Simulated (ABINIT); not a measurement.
Write the native input for ABINIT 10.8.3 (patched build) that does the following.

* Task: equation of state
* Functional: PBEsol
* Potentials or basis: PseudoDojo NC SR PBEsol v0.4.1 standard
* Cutoff: 1116 eV
* k mesh: 11 × 11 × 11
* Occupations: fermi-dirac, width 0.05 eV
* Spin: no spin polarisation

The system is Ag.

```
CELL_PARAMETERS angstrom
-1.65565 1.65565 1.65565
1.65565 -1.65565 1.65565
1.65565 1.65565 -1.65565
ATOMIC_POSITIONS crystal
Ag 0.00000 0.00000 0.00000
```

This isn't the form of Ag at room conditions, which is fcc.

The input as run:

run.abi

```
ndtset 7
getwfk -1
scalecart1 3*0.9795861087
scalecart2 3*0.9864848297
scalecart3 3*0.9932883884
scalecart4 3*1.0000000000
scalecart5 3*1.0066227096
scalecart6 3*1.0131594038
scalecart7 3*1.0196128224

pp_dirpath "./"
pseudos "Ag.upf"

acell 3*1.0
rprim
    -3.1287326171     3.1287326171     3.1287326171
     3.1287326171    -3.1287326171     3.1287326171
     3.1287326171     3.1287326171    -3.1287326171
ntypat 1
znucl 47
natom 1
typat 1
xred
     0.0000000000     0.0000000000     0.0000000000

ecut 41.0

kptopt 1
ngkpt 11 11 11
nshiftk 1
shiftk 0.0 0.0 0.0

ixc -116133

nband 14
occopt 3
tsmear 0.05 eV

nstep 100
tolvrs 1.0e-10

iomode 3
prtwf 1
prtden 0
prteig 0
prtebands 0
enunit 2
```

Potentials or basis: PseudoDojo NC SR PBEsol v0.4.1 standard.

Command:

```bash
$ abinit run.abi > log 2>&1
```

It gave:

```
Equilibrium volume : 16.79 Å³/atom (rough: see the caveat)
Bulk modulus       : 117 GPa (rough)
```

Caveat: pressures at fixed basis lie under the slope of the energies; the minimum lies outside the volumes run.

It took 2.3 min on 1 thread of Arm Neoverse V2 (shared host), peak memory 0.11 GiB.
